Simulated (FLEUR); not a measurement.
# Si (I4_1/amd) in FLEUR: convergence with Gmax

Aim: find how far Gmax must go before the results for Si settle, at LDA. This setting moves, with any that are tied to it; all else stays.

Everything below comes from runs of FLEUR MaX-R8.1 (later development tree). Logs are shortened: lines on timing, memory, paths and dates and some standing lists are left out, and cuts for length are marked.

**1. The structure**

Symmetry: I4_1/amd, No. 141, tetragonal system. Conventional cell: a = 4.743 Å, b = 4.743 Å, c = 2.659 Å, α = 90.00°, β = 90.00°, γ = 90.00°. Si (site symmetry -4m2) has 6 Si at 2.46 to 2.66 Å as nearest neighbours.

This isn't the form of Si at room conditions, which is diamond.

**2. With Gmax 9**

inp.xml reads:

```xml
<?xml version="1.0" encoding="UTF-8" standalone="no"?>
<fleurInput fleurInputVersion="0.39">
   <comment>
      Si                                                                                                  
   </comment>
   <calculationSetup>
      <cutoffs Kmax="4.6" Gmax="9.0" GmaxXC="9.0" numbands="0"/>
      <scfLoop itmax="60" minDistance="0.00001" maxIterBroyd="15" imix="Anderson" alpha="0.05" precondParam="0.0" spinf="2.0" sdNocoIR="T"/>
      <coreElectrons ctail="T" frcor="F" kcrel="0" coretail_lmax="0"/>
      <xcFunctional name="vwn" relativisticCorrections="F"/>
      <magnetism jspins="1"/>
      <soc l_soc="F" theta="0.0" phi="0.0" spav="F"/>
      <expertModes spex="0" secvar="F"/>
      <geometryOptimization l_f="T" forcealpha="1.0" forcemix="BFGS" epsdisp="0.0005" epsforce="0.0002"/>
      <ldaU l_linMix="F" mixParam="0.05" spinf="1.0"/>
   </calculationSetup>
   <cell>
      <bzIntegration valenceElectrons="24.0" mode="hist" fermiSmearingEnergy="0.00183747">
         <kPointListSelection listName="default-1"/>
         <!-- k-points included here -->
         <xi:include xmlns:xi="http://www.w3.org/2001/XInclude" href="kpts.xml"> </xi:include>
      </bzIntegration>
      <!-- symmetry operations included here -->
      <xi:include xmlns:xi="http://www.w3.org/2001/XInclude" href="sym.xml"> </xi:include>
      <bulkLattice scale="1.0">
         <bravaisMatrix>
            <row-1>   -4.4812441949665560     4.4812441949665560     2.5119475338206350</row-1>
            <row-2>    4.4812441949665560    -4.4812441949665560     2.5119475338206350</row-2>
            <row-3>    4.4812441949665560     4.4812441949665560    -2.5119475338206350</row-3>
         </bravaisMatrix>
      </bulkLattice>
   </cell>
   <atomSpecies>
      <species name="Silicon (Si)" element="Si" atomicNumber="14">
         <mtSphere radius="2.13" gridPoints="715" logIncrement="0.016"/>
         <atomicCutoffs lmax="9" lnonsphr="9"/>
         <electronConfig flipSpins="F">
            <coreConfig>(1s1/2)</coreConfig>
            <valenceConfig>(2s1/2) (2p1/2) (2p3/2) (3s1/2) (3p1/2) (3p3/2)</valenceConfig>
            <stateOccupation state="(3p1/2)" spinUp="0.333333" spinDown="0.333333"/>
            <stateOccupation state="(3p3/2)" spinUp="0.666667" spinDown="0.666667"/>
         </electronConfig>
         <energyParameters s="3" p="3" d="3" f="4"/>
         <lo type="SCLO" l="0" n="2" eDeriv="0"/>
         <lo type="SCLO" l="1" n="2" eDeriv="0"/>
         <lo type="SCLO" l="2" n="3" eDeriv="2"/>
         <lo type="SCLO" l="3" n="4" eDeriv="2"/>
      </species>
   </atomSpecies>
   <atomGroups>
      <atomGroup species="Silicon (Si)">
         <relPos label="                   1">-3.000/8.000 3.000/8.000 -1.000/4.000</relPos>
         <relPos label="                   2">3.000/8.000 -3.000/8.000 1.000/4.000</relPos>
         <force calculate="T" relaxXYZ="TTT"/>
      </atomGroup>
   </atomGroups>
   <output dos="F" band="F" slice="F">
      <checks vchk="F" cdinf="F"/>
      <bandDOS minEnergy="-.5*Htr" maxEnergy="0.5*Htr" sigma="0.015" storeEVData="T"/>
      <vacuumDOS vacdos="F" integ="F" star="F" nstars="0" locx1="0.0" locy1="0.0" locx2="0.0" locy2="0.0" nstm="0" tworkf="0.0"/>
      <unfoldingBand unfoldBand="F" supercellX="1" supercellY="1" supercellZ="1"/>
      <plotting iplot="0" polar="F">
         <plot TwoD="T" vec1="  1.0  0.0  0.0" vec2="  0.0  1.0  0.0" vec3="  0.0  0.0  1.0" zero="  0.0  0.0  0.0" file="plot"/>
      </plotting>
      <chargeDensitySlicing numkpt="0" minEigenval="0.0" maxEigenval="0.0" nnne="0" pallst="F"/>
      <specialOutput eonly="F"/>
      <moessbauerParams electricFieldGradient="T" isomerShift="T" coreHyperfine="T" valenceHyperfine="T"/>
      <magneticCircularDichroism mcd="F" energyLo="-10.0" energyUp="0.0"/>
   </output>
  <!-- We include the file relax.xml here to enable relaxations (see documentation) -->
  <xi:include xmlns:xi="http://www.w3.org/2001/XInclude" href="relax.xml"> <xi:fallback/> </xi:include>
</fleurInput>
```

crystal.txt reads:

```
Si
&input cartesian=F /
-2.3713723045  2.3713723045  1.3292653899
2.3713723045  -2.3713723045  1.3292653899
2.3713723045  2.3713723045  -1.3292653899
1.8897261246
1.0 1.0 1.0

2
14 0.5000000000  0.5000000000  0.0000000000
14 0.2500000000  0.7500000000  0.5000000000

&kpt div1=9 div2=9 div3=9 gamma=T /
```

Potentials or basis: all-electron, FLAPW.

The run is started by

```
inpgen -f crystal.txt -profile fastHighL
# inp.xml edited to the form shown
fleur_MPI
```

Standard output:

```text
Welcome to FLEUR        (www.flapw.de)
      MaX-Release 8.1          (www.max-centre.eu)

 ========== k-point set info ==========
 Selected k-point list: default-1
 k-point list type: mesh
 9 x 9 x 9
 Number of k points: 75

 ------------Calculation Setup---------------------------
 Number of MPI-tasks      :            1
 Number of PE/node        :            1
 Number of OMP-threads    :            1
 Most efficient MPI parallelization for:
           1           3           5          15          25          75
 Additional eigenvalue parallelization possible
 Number of basis functions:          400
 Approximate size of matrices (H+S) per k-point:         0.002 GB
 --------------------------------------------------------
 Iteration:     1   Distance:       5.51908821 me/bohr^3
 Iteration:     2   Distance:       5.22474765 me/bohr^3
 Iteration:     3   Distance:       0.87904415 me/bohr^3
 Iteration:     4   Distance:       0.40793606 me/bohr^3
 Iteration:     5   Distance:       0.10077283 me/bohr^3
 Iteration:     6   Distance:       0.01145128 me/bohr^3
 Iteration:     7   Distance:       0.00919512 me/bohr^3
 Iteration:     8   Distance:       0.00068222 me/bohr^3
 Iteration:     9   Distance:       0.00017652 me/bohr^3
 Iteration:    10   Distance:       0.00002639 me/bohr^3
 Iteration:    11   Distance:       0.00000378 me/bohr^3

 ********************************************************************
 Run finished successfully
 Stop message:
   Structural relaxation: Done
 ********************************************************************
```

out.xml (last iteration):

```text
<iteration numberForCurrentRun="   12" overallNumber="   12">
         <energyParameters units="Htr">
            <atomicEP atomType="1" spin="1" branch="3s" branchLowest="-4.57" branchHighest="1.19" value="-0.0250544382"/>
            <atomicEP atomType="1" spin="1" branch="3p" branchLowest="-2.99" branchHighest="1.66" value="0.1607229563"/>
            <atomicEP atomType="1" spin="1" branch="3d" branchLowest="-9.99" branchHighest="2.05" value="0.3557929179"/>
            <atomicEP atomType="1" spin="1" branch="4f" branchLowest="-9.99" branchHighest="4.25" value="0.5238189779"/>
            <loAtomicEP atomType="1" spin="1" branch="2s" branchLowest="-64.83" branchHighest="-4.57" value="-4.5753963501"/>
            <loAtomicEP atomType="1" spin="1" branch="2p" branchLowest="-9.99" branchHighest="-2.99" value="-2.9897911036"/>
            <loAtomicEP atomType="1" spin="1" branch="3d" branchLowest="-9.99" branchHighest="2.05" value="0.3557923318"/>
            <loAtomicEP atomType="1" spin="1" branch="4f" branchLowest="-9.99" branchHighest="4.25" value="0.5238218909"/>
         </energyParameters>
         <eigenvalues>
            <eigenvaluesAt spin="1" ikpt="1" k_x="0.00000000" k_y="0.00000000" k_z="0.00000000">
                      -4.5754802709       -4.5753274503       -2.9904036735       -2.9903856167       -2.9895976671
                      -2.9895976671       -2.9890504112       -2.9890504112       -0.1833602968        0.2370037476
                       0.2370037476        0.2599877178        0.3849736072        0.6020132843        0.6569411974
                       0.6583904498        0.6583904498        0.7031313687        0.7167703740
            </eigenvaluesAt>
            <eigenvaluesAt spin="1" ikpt="2" k_x="0.00000000" k_y="0.00000000" k_z="0.11111111">
                      -4.5754756615       -4.5753320472       -2.9904043920       -2.9903881351       -2.9895819255
                      -2.9895792158       -2.9890675014       -2.9890657418       -0.1775763858        0.1695524967
                       0.2422061258        0.3037672140        0.4231120678        0.5526376240        0.6265907646
                       0.6505599653        0.6733422575        0.7024036388        0.7386958620
            </eigenvaluesAt>
            <eigenvaluesAt spin="1" ikpt="3" k_x="0.00000000" k_y="0.00000000" k_z="0.22222222">
                      -4.5754622759       -4.5753452500       -2.9904058252       -2.9903940211       -2.9895348331
                      -2.9895270103       -2.9891155772       -2.9891100403       -0.1602594332        0.0916120594
                       0.2577928963        0.3338328005        0.4844011109        0.5129133493        0.5678475782
                       0.6375229267        0.6555422499        0.6928331498        0.7409629982
            </eigenvaluesAt>
            <eigenvaluesAt spin="1" ikpt="4" k_x="0.00000000" k_y="0.00000000" k_z="0.33333333">
                      -4.5754419379       -4.5753655259       -2.9904076403       -2.9904010401       -2.9894633046
                      -2.9894498556       -2.9891898972       -2.9891788825       -0.1315163638        0.0207449630
                       0.2836948830        0.3649264582        0.4210014903        0.5071751848        0.6119896125
                       0.6263786471        0.6364873133        0.6813298303        0.7326150458
            </eigenvaluesAt>
         </eigenvalues>
         <bandgap value="0.0104018519" units="eV"/>
         <sumValenceSingleParticleEnergies value="-53.1825158985" units="Htr"/>
         <FermiEnergy value="0.3271024135" units="Htr"/>
         <valenceDensity>
            <mtCharges spin="1">
               <mtCharge atomType="1" total="10.0758141" s="2.9235619" p="7.0260314" d="0.1162245" f="0.0089008"/>
            </mtCharges>
            <spinDependentCharge spin="1" total="24.0000000" interstitial="3.8483717" mtSpheres="20.1516283"/>
            <totalCharge value="24.0000000000"/>
         </valenceDensity>
         <coreStates atomType="     1" atomicNumber=" 14" spin="1" kinEnergy="    184.4249675508" eigValSum="   -129.6532965073" lostElectrons=" 0.000000">
            <state n="1" l="0" j="0.5" energy="-64.8266482537" weight="1.0000000000"/>
         </coreStates>
         <allElectronCharges>
            <spinDependentCharge spin="1" total="28.0000000" interstitial="3.8483717" mtSpheres="24.1516283"/>
            <totalCharge value="28.0000000002"/>
         </allElectronCharges>
         <moessbauerParams unitsHFF="kG" unitsIS="e/bohr^3" unitsEFG="Htr/bohr^2">
            <coreIsomerShift atomType="1" isTotal="1759.21613">
               <shell n="1" l="0" isomerShift="1759.21613"/>
            </coreIsomerShift>
            <isomerShift atomType="1" nucleusRadius="0.0000718" averageDensity="1892.20805"/>
            <electricFieldGradient atomType="1" VXX="-0.10606" VYY="-0.10606" VZZ="0.21213" asymParam="0.00000">
            </electricFieldGradient>
         </moessbauerParams>
         <totalEnergy                                    value="     -578.0750074447" units="Htr">
            <sumOfEigenvalues                            value="     -312.4891089131">
               <coreElectrons value="-259.3065930146"/>
               <valenceElectrons value="-53.1825158985"/>
            </sumOfEigenvalues>
            <densityCoulombPotentialIntegral value="-839.0174682797"/>
            <densityEffectivePotentialIntegral value="-891.5168071309"/>
            <chargeDenXCDenIntegral value="-39.7394562961"/>
            <FockExchangeEnergyValence value="0.0000000000"/>
            <FockExchangeEnergyCore value="0.0000000000"/>
            <atomTypeDependentContributions atomType="1">
               <electronNucleiInteractionDifferentMTs value="682.4923674050"/>
               <MadelungTerm value="-15.3621478215"/>
            </atomTypeDependentContributions>
            <tkbTimesEntropy value="0.0002035278"/>
            <freeEnergy value="-578.0752109724"/>
            <extrapolationTo0K value="-578.0751092086"/>
         </totalEnergy>
         <totalForcesOnRepresentativeAtoms units="Htr/bohr">
            <forceTotal atomType="1" x="2.240622" y="-4.481244" z="0.627987" F_x="0.00000000" F_y="0.00000000" F_z="0.00000000"/>
         </totalForcesOnRepresentativeAtoms>
      </iteration>
```

It took 49 s on 1 thread of Arm Neoverse V2, shared host; peak memory 0.05 GiB.

What came out:

```yaml
Free_energy: -15730.2278 eV
Band_gap_on_the_k_mesh: none (metal or under the smearing width)
Valence_electrons_inside_the_program's_atomic_spheres: Si 10.08 (radii Si 2.13 bohr)
```

**3. With Gmax 10.3**

Edit inp.xml of step 2 so:

```diff
@@ -6,3 +6,3 @@
    <calculationSetup>
-      <cutoffs Kmax="4.6" Gmax="9.0" GmaxXC="9.0" numbands="0"/>
+      <cutoffs Kmax="4.6" Gmax="10.3" GmaxXC="10.3" numbands="0"/>
       <scfLoop itmax="60" minDistance="0.00001" maxIterBroyd="15" imix="Anderson" alpha="0.05" precondParam="0.0" spinf="2.0" sdNocoIR="T"/>
```

crystal.txt is that of step 2.

Potentials or basis: all-electron, FLAPW.

The run is started by

```
inpgen -f crystal.txt -profile fastHighL
# inp.xml edited to the form shown
fleur_MPI
```

It took 50 s on 1 thread of Arm Neoverse V2, shared host; peak memory 0.05 GiB.

What came out:

| Quantity | Value |
| --- | --- |
| Free energy | -15730.2288 eV |
| Band gap on the k mesh | none (metal or under the smearing width) |
| Valence electrons inside the program's atomic spheres | Si 10.08 (radii Si 2.13 bohr) |

**4. With Gmax 11.7**

Edit inp.xml of step 3 so:

```diff
@@ -6,3 +6,3 @@
    <calculationSetup>
-      <cutoffs Kmax="4.6" Gmax="10.3" GmaxXC="10.3" numbands="0"/>
+      <cutoffs Kmax="4.6" Gmax="11.7" GmaxXC="11.7" numbands="0"/>
       <scfLoop itmax="60" minDistance="0.00001" maxIterBroyd="15" imix="Anderson" alpha="0.05" precondParam="0.0" spinf="2.0" sdNocoIR="T"/>
```

crystal.txt is that of step 3.

The run is started by

```
inpgen -f crystal.txt -profile fastHighL
# inp.xml edited to the form shown
fleur_MPI
```

It took 50 s on 1 thread of Arm Neoverse V2, shared host; peak memory 0.05 GiB.

Results:

```
Free energy                                           : -15730.2285 eV
Band gap on the k mesh                                : none (metal or under the smearing width)
Valence electrons inside the program's atomic spheres : Si 10.08 (radii Si 2.13 bohr)
```

**5. With Gmax 13.5**

Edit inp.xml of step 4 so:

```diff
@@ -6,3 +6,3 @@
    <calculationSetup>
-      <cutoffs Kmax="4.6" Gmax="11.7" GmaxXC="11.7" numbands="0"/>
+      <cutoffs Kmax="4.6" Gmax="13.5" GmaxXC="13.5" numbands="0"/>
       <scfLoop itmax="60" minDistance="0.00001" maxIterBroyd="15" imix="Anderson" alpha="0.05" precondParam="0.0" spinf="2.0" sdNocoIR="T"/>
```

crystal.txt is that of step 4.

The run is started by

```
inpgen -f crystal.txt -profile fastHighL
# inp.xml edited to the form shown
fleur_MPI
```

Wall time 51 s (1 thread of Arm Neoverse V2, shared host); peak memory 0.05 GiB.

What came out:

```yaml
Free_energy: -15730.2286 eV
Band_gap_on_the_k_mesh: none (metal or under the smearing width)
Valence_electrons_inside_the_program's_atomic_spheres: Si 10.08 (radii Si 2.13 bohr)
```

**6. With Gmax 15.8**

Edit inp.xml of step 5 so:

```diff
@@ -6,3 +6,3 @@
    <calculationSetup>
-      <cutoffs Kmax="4.6" Gmax="13.5" GmaxXC="13.5" numbands="0"/>
+      <cutoffs Kmax="4.6" Gmax="15.8" GmaxXC="15.8" numbands="0"/>
       <scfLoop itmax="60" minDistance="0.00001" maxIterBroyd="15" imix="Anderson" alpha="0.05" precondParam="0.0" spinf="2.0" sdNocoIR="T"/>
```

crystal.txt is that of step 5.

Potentials or basis: all-electron, FLAPW.

The run is started by

```
inpgen -f crystal.txt -profile fastHighL
# inp.xml edited to the form shown
fleur_MPI
```

It took 54 s on 1 thread of Arm Neoverse V2, shared host; peak memory 0.06 GiB.

What came out:

```yaml
Free_energy: -15730.2286 eV
Band_gap_on_the_k_mesh: none (metal or under the smearing width)
Valence_electrons_inside_the_program's_atomic_spheres: Si 10.08 (radii Si 2.13 bohr)
```

**7. With Gmax 18**

Edit inp.xml of step 6 so:

```diff
@@ -6,3 +6,3 @@
    <calculationSetup>
-      <cutoffs Kmax="4.6" Gmax="15.8" GmaxXC="15.8" numbands="0"/>
+      <cutoffs Kmax="4.6" Gmax="18.0" GmaxXC="18.0" numbands="0"/>
       <scfLoop itmax="60" minDistance="0.00001" maxIterBroyd="15" imix="Anderson" alpha="0.05" precondParam="0.0" spinf="2.0" sdNocoIR="T"/>
```

crystal.txt is that of step 6.

The run is started by

```
inpgen -f crystal.txt -profile fastHighL
# inp.xml edited to the form shown
fleur_MPI
```

Run time: 55 s. Hardware: 1 thread of Arm Neoverse V2, shared host; peak memory 0.06 GiB.

What came out:

* Free energy: -15730.2286 eV
* Band gap on the k mesh: none (metal or under the smearing width)
* Valence electrons inside the program's atomic spheres: Si 10.08 (radii Si 2.13 bohr)

**8. With Gmax 22.5**

Edit inp.xml of step 7 so:

```diff
@@ -6,3 +6,3 @@
    <calculationSetup>
-      <cutoffs Kmax="4.6" Gmax="18.0" GmaxXC="18.0" numbands="0"/>
+      <cutoffs Kmax="4.6" Gmax="22.5" GmaxXC="22.5" numbands="0"/>
       <scfLoop itmax="60" minDistance="0.00001" maxIterBroyd="15" imix="Anderson" alpha="0.05" precondParam="0.0" spinf="2.0" sdNocoIR="T"/>
```

crystal.txt is that of step 7.

The run is started by

```
inpgen -f crystal.txt -profile fastHighL
# inp.xml edited to the form shown
fleur_MPI
```

Run time: 57 s. Hardware: 1 thread of Arm Neoverse V2, shared host; peak memory 0.09 GiB.

Results:

```yaml
Free_energy: -15730.2286 eV
Band_gap_on_the_k_mesh: none (metal or under the smearing width)
Valence_electrons_inside_the_program's_atomic_spheres: Si 10.08 (radii Si 2.13 bohr)
```

**9. Result**

| Gmax | energy less the tightest run, at zero smearing (meV/atom) | SCF cycles | CPU time (s) | peak memory (GiB) |
| --- | --- | --- | --- | --- |
| 9 | 0.36 | 12 | 49 | 0.05 |
| 10.3 | -0.10 | 12 | 50 | 0.05 |
| 11.7 | 0.03 | 12 | 50 | 0.05 |
| 13.5 | -0.01 | 12 | 51 | 0.05 |
| 15.8 | 0.00 | 12 | 54 | 0.06 |
| 18 | 0.00 | 12 | 55 | 0.06 |
| 22.5 | 0.00 | 12 | 57 | 0.09 |

Against the tightest run, the energy stays within 1 meV/atom from 9 on. The tightest run that finished is the yardstick and may itself not be fully converged.
